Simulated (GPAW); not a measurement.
**Ti3Al: relaxation of cell and atoms with PBEsol**

Ti3Al:

```
Ti Al
1.0
     0.00000    3.23178    3.23178
     3.23178    0.00000    3.23178
     3.23178    3.23178    0.00000
Ti Al
3 1
Direct
  0.00000 0.00000 0.00000
  0.25000 0.25000 0.25000
  0.75000 0.75000 0.75000
  0.50000 0.50000 0.50000
```

The cell comes from a database or a generator and needn't be the stable form of this composition.

```json
{
 "Program": "GPAW 26.7.0",
 "Task": "relaxation of cell and atoms",
 "Functional": "PBEsol",
 "Potentials or basis": "PAW data sets generated in the run's folder for this functional",
 "Cutoff": "600 eV",
 "Basis": "pw",
 "k mesh": "7 × 7 × 7",
 "Occupations": "fermi-dirac, width 0.05 eV",
 "Spin": "no spin polarisation",
 "Target pressure": "2 GPa",
 "Maxiter": "150",
 "Optimizer": "BFGS",
 "Fmax": "0.02 eV/Å",
 "Max steps": "60",
 "Convergence": "density=1e-05 forces=0.0001"
}
```

```yaml
Relaxed_volume: 15.88 Å³/atom
Relaxed_cell: a = 4.478 Å, b = 4.478 Å, c = 4.478 Å, α = 60.00°, β = 60.00°, γ = 60.00°
Space_group_after_relaxing_to_0.05_Å: Fm-3m (No. 225)
Energy_change_on_relaxing_the_enthalpy_is_what_falls: -6.7 meV/atom
Ionic_steps: 4
Pressure_after_relaxing: 2.0 GPa
Band_gap_on_the_k_mesh: none (metal or under the smearing width)
```

Step by step:
```csv
step,energy change (eV),largest force (eV/Å),pressure (GPa),volume (Å³)
1,0.0000,0.0000,-5.07,67.51
2,-0.0137,0.0000,-4.24,66.97
3,-0.0236,0.0000,2.38,63.31
4,-0.0270,0.0000,1.98,63.51
```

Final structure:
```
Ti Al
1.0
     0.00000    3.16665    3.16665
     3.16665    0.00000    3.16665
     3.16665    3.16665    0.00000
Ti Al
3 1
Direct
  0.00000 0.00000 0.00000
  0.25000 0.25000 0.25000
  0.75000 0.75000 0.75000
  0.50000 0.50000 0.50000
```

Levels at points of the mesh, in eV from the Fermi level:
| k point | band 16 | band 17 | band 18 | band 19 | band 20 | band 21 | band 22 | band 23 | band 24 | band 25 |
| --- | --- | --- | --- | --- | --- | --- | --- | --- | --- | --- |
| (0.00, 0.00, 0.00) | -1.80 | -1.80 | -1.80 | 0.03 | 0.03 | 0.03 | 2.41 | 2.41 | 2.41 | 3.12 |

Run time: 2.3 min on 1 thread of Arm Neoverse V2, with other jobs on the host, peak memory 0.23 GiB.

Caveat: later steps reuse the first step's grids.
